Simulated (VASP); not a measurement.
# KI (rocksalt), PBE relaxation of cell and atoms: VASP's output and Ansatz's

POSCAR

```
K  I
 1.0000000000000000
     0.0000000000000000    3.4822080000000000    3.4822080000000000
     3.4822080000000000    0.0000000000000000    3.4822080000000000
     3.4822080000000000    3.4822080000000000    0.0000000000000000
 K   I
   1   1
Cartesian
  0.0000000000000000  0.0000000000000000  0.0000000000000000
  3.4822080000000000  3.4822080000000000  3.4822080000000000
```

VASP ran with the recommended PBE PAW datasets (16 valence electrons in the cell).

From OUTCAR

```
k-points           NKPTS =     16   k-points in BZ     NKDIM =     16   number of bands    NBANDS=     15

   NELECT =      16.0000    total number of electrons

   dimension x,y,z NGX =    42 NGY =   42 NGZ =   42
   dimension x,y,z NGXF=    84 NGYF=   84 NGZF=   84

  energy-cutoff  :      600.00
  volume of cell :       92.94
      direct lattice vectors                 reciprocal lattice vectors
     0.000000000  3.595172747  3.595172747    -0.139075376  0.139075376  0.139075376
     3.595172747  0.000000000  3.595172747     0.139075376 -0.139075376  0.139075376
     3.595172747  3.595172747  0.000000000     0.139075376  0.139075376 -0.139075376

 k-points in reciprocal lattice and weights: KPOINTS created by Atomic Simulation Env
   0.00000000  0.00000000  0.00000000       0.005
   0.16666667  0.00000000  0.00000000       0.037
   0.33333333  0.00000000  0.00000000       0.037
   0.50000000  0.00000000  0.00000000       0.019
   0.16666667  0.16666667  0.00000000       0.028
   0.33333333  0.16666667  0.00000000       0.111
   0.50000000  0.16666667  0.00000000       0.111
  -0.33333333  0.16666667  0.00000000       0.111
   ...

 E-fermi :  -0.1538

 k-point     1 :       0.0000    0.0000    0.0000
  band No.  band energies     occupation
      1     -29.2761      2.00000
      2     -12.7578      2.00000
      3     -12.7578      2.00000
      4     -12.7578      2.00000
      5     -11.1051      2.00000
      6      -0.6777      2.00000
      7      -0.6777      2.00000
      8      -0.6777      2.00000
      9       3.1671      0.00000
     10       5.8346      0.00000
     11       5.8346      0.00000
     12       5.8346      0.00000
     13       6.5176      0.00000
     14       6.5176      0.00000
     15       9.0468      0.00000

 k-point     2 :       0.1667    0.0000    0.0000
  band No.  band energies     occupation
      1     -29.2757      2.00000
      2     -12.7866      2.00000
      3     -12.7583      2.00000
      4     -12.7583      2.00000
      5     -11.0496      2.00000
      6      -1.0572      2.00000
      7      -0.7564      2.00000
      8      -0.7564      2.00000
      9       3.7621      0.00000
     10       5.7402      0.00000
     11       6.1108      0.00000
     12       6.1108      0.00000
     13       6.8067      0.00000
     14       6.8067      0.00000
     15       9.8640      0.00000

 k-point     3 :       0.3333    0.0000    0.0000
  band No.  band energies     occupation
      1     -29.2750      2.00000
      2     -12.8397      2.00000
      3     -12.7593      2.00000
      4     -12.7593      2.00000
      5     -10.9415      2.00000
      6      -1.6398      2.00000
      7      -0.9035      2.00000
      8      -0.9035      2.00000
      9       4.5794      0.00000
     10       6.2105      0.00000
     11       6.7728      0.00000
     12       6.7728      0.00000
     13       7.5805      0.00000
     14       7.5805      0.00000
     15       8.7823      0.00000

 k-point     4 :       0.5000    0.0000    0.0000
  band No.  band energies     occupation
      1     -29.2746      2.00000
      2     -12.8645      2.00000
      3     -12.7599      2.00000
      4     -12.7599      2.00000
      5     -10.8886      2.00000
      6      -1.8818      2.00000
      7      -0.9725      2.00000
      8      -0.9725      2.00000
      9       4.7881      0.00000
     10       6.8684      0.00000
     11       7.3573      0.00000
     12       7.3573      0.00000
     13       7.9304      0.00000
     14       7.9304      0.00000
     15       8.3456      0.00000

 k-point     5 :       0.1667    0.1667    0.0000
  band No.  band energies     occupation
      1     -29.2756      2.00000
      2     -12.7846      2.00000
      3     -12.7613      2.00000
      4     -12.7613      2.00000
      5     -11.0417      2.00000
      6      -1.1201      2.00000
      7      -0.7769      2.00000
      8      -0.7769      2.00000
      9       3.8985      0.00000
     10       5.2881      0.00000
     11       6.4469      0.00000
     12       6.4469      0.00000
     13       6.6927      0.00000
     14       7.0179      0.00000
     15       9.9662      0.00000

 k-point     6 :       0.3333    0.1667    0.0000
  band No.  band energies     occupation
      1     -29.2750      2.00000
      2     -12.8167      2.00000
      3     -12.7637      2.00000
      4     -12.7628      2.00000
      5     -10.9722      2.00000
      6      -1.4907      2.00000
      7      -0.9353      2.00000
      8      -0.8924      2.00000
      9       4.6556      0.00000
     10       5.2758      0.00000
     11       6.9186      0.00000
     12       6.9245      0.00000
     13       7.4010      0.00000
     14       7.4595      0.00000
     15       9.1317      0.00000

 ...

  Total       -0.0052287     -0.0052287     -0.0052287     -0.0000000     -0.0000000      0.0000000
  in kB       -0.0901395     -0.0901395     -0.0901395     -0.0000000     -0.0000000      0.0000000
  external PRESSURE =      -0.0901395 kB  Pullay stress =       0.0000000 kB

 POSITION                                       TOTAL-FORCE (eV/Angst)
 -----------------------------------------------------------------------------------
      0.00000      0.00000      0.00000         0.000000      0.000000      0.000000
      3.59517      3.59517      3.59517        -0.000000     -0.000000     -0.000000
 -----------------------------------------------------------------------------------
    total drift:                               -0.000000     -0.000000     -0.000000

  FREE ENERGIE OF THE ION-ELECTRON SYSTEM (eV)
  ---------------------------------------------------
  free  energy   TOTEN  =        -5.5653392347 eV

  energy  without entropy=       -5.5653392347  energy(sigma->0) =       -5.56533923
```

Each program uses its own PAW datasets. VASP's cell holds 16 valence electrons and Ansatz's 26.

What does Ansatz give for the same cell and level of theory?

relaxed cell vector lengths 5.079, 5.079, 5.079 Å; relaxed cell volume 92.63 Å³.

Ansatz printed

```
basis re-selected at this cell: Δ(F+E_penalty+E_count) = -2.997e-4 eV, ΔP = -0.003 GPa vs the last step (what re-selecting the basis moved, of the pressure what is left beyond the Pulay correction that the steps carried, after the strain that the cell walked since its last selection, with what the two solves' SCF thresholds leave and, on support functions, any second-order correction that the steps lacked; it is no measure of the basis error at this ecutwfc). This SCF's stress stands 1.35e-4 GPa from its target on what of the cell is left free (relax.cell.stress_tol is 5.00e-2 GPa) and its largest allowed force component is 9.86e-30 eV/Å (relax.f_tol is 5.00e-3 eV/Å): within both
SCF converged after 9 iterations
Free energy (F): -9053.697691 eV
Harris-Foulkes:  -9053.697691 eV  (|F-HF|=3.64e-12)
Internal energy: -9053.697691 eV  (E = F + TS)
E sigma→0 (E₀):  -9053.697691 eV
Fermi energy:    3.832231 eV
--- Per-component energies (eV) ---
  E_band       = -531.230450
  E_kinetic    = 442.607595
  E_local      = -2887.706118  (includes V_loc(G=0)·N_el)
  E_nonlocal   = -77.462685
  E_hartree    = 1365.938511
  E_xc         = -263.263775
  E_vxc        = -293.497040  (∫ρ·V_xc dr)
  E_paw        = -5599.002524  (= ΣΔE_a)
  E_vpaw       = -447.049266  (= ΣTr[D̂ρ^β])
  E_aug_tail   = -0.000010  (compensation charges beyond the density's cutoff)
  E_ewald      = -2034.808685
  E_smearing   = -0.000000  (= −TS)
  E_closure    = -0.000000  (closes the sum)
  Σ components = -9053.697691   (vs F -9053.697691, Δ=0.00e0)
--- Forces (eV/Å), atoms counted from 1 ---
  atom   1  K     -0.00000000     0.00000000    -0.00000000
  atom   2  I      0.00000000    -0.00000000    -0.00000000
  max |Σ_I F_I| component: 1.81e-29 eV/Å
--- Stress (GPa, compression-positive) ---
        0.000135      -0.000000      -0.000000
       -0.000000       0.000135      -0.000000
       -0.000000      -0.000000       0.000135
  P = ⅓ Tr σ = 0.0001 GPa (0.001 kbar)
--- Relaxed structure (4 steps of the walk, 4 accepted, 1 SCFs on fresh bases) ---
  F+E_penalty+E_count = -9053.69769107 eV   max|allowed force component| = 9.861e-30 eV/Å   (the final SCF, on the basis selected at the relaxed cell)
  cell:  # Å, volume = 92.6256 Å³
    - [2.1336870460656546e-34, 3.591151430823633, 3.591151430823633]
    - [3.591151430823633, 9.585668629594203e-34, 3.591151430823633]
    - [3.591151430823633, 3.591151430823633, 9.999667614557595e-34]
  atoms:
    - { symbol: K, position: [-2.880610557576275e-37, 1.1522442229969732e-36, 7.489587448675486e-36] }
    - { symbol: I, position: [0.5, 0.5, 0.5] }
```
